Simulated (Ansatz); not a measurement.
# Pb

```
Pb
1.0
     0.00000    3.43900    3.43900
     3.43900    0.00000    3.43900
     3.43900    3.43900    0.00000
Pb
2
Direct
  0.00000 0.00000 0.00000
  0.25000 0.25000 0.25000
```

Atoms are numbered in the order listed.

The cell is the one relaxed in the Materials Project (mp-1247117), not relaxed further here; entries there can be hypothetical.

No spin–orbit coupling, which matters for the heavy atoms here.

Computed with Ansatz 0.2.0, DFT, PBE, all-electron LAPW, scalar-relativistic.

The runs use a Γ-centred 8×8×8 k mesh, Fermi–Dirac smearing of 0.05 eV, basis error target 0.25 meV/atom, no spin polarisation.

```json
{
 "Band gap": "none: bands cross the Fermi level, a metal",
 "Volume per atom": "40.67 Å³"
}
```

Q: Predict this quantity. Density of states at the Fermi level (0.2 eV bin).

A: 0.48 states/eV per cell.

Q: Pressure at this cell: what does the calculation give?

A: 2.37 GPa.
